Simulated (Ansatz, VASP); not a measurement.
WC: VASP beside Ansatz

```
W C
1.0
     2.92168    0.00000    0.00000
    -1.46084    2.53025    0.00000
     0.00000    0.00000    2.84705
W C
1 1
Direct
  0.00000 0.00000 0.00000
  0.66667 0.33333 0.50000
```

Alike in both runs: functional PBE; k mesh 18 × 18 × 14; occupations gaussian, width 0.1 eV; no spin polarisation.

Ansatz relaxed the structure, and its values are those at the end. VASP's run is a single point on that final structure, the one shown.

```csv
,VASP,Ansatz
version,VASP 6.6.1,Ansatz 0.2.0
potentials or method,"VASP PAW PBE potentials, release 64 (W_sv, C)","scalar-relativistic, plane waves, PAW"
plane-wave cutoff (eV),520,420
valence electrons in the cell,18,18
```

VASP gave:

- gap on the k mesh at the Fermi level (eV): none
- pressure (GPa): 1.1

**Question.** Which values does Ansatz return?

**Answer.** gap on the k mesh at the Fermi level (eV): none; pressure (GPa): 0.0.

A gap of «none» marks a metal or a gap that the smearing closes.

Spin-orbit coupling is left out, which matters for the levels of W.
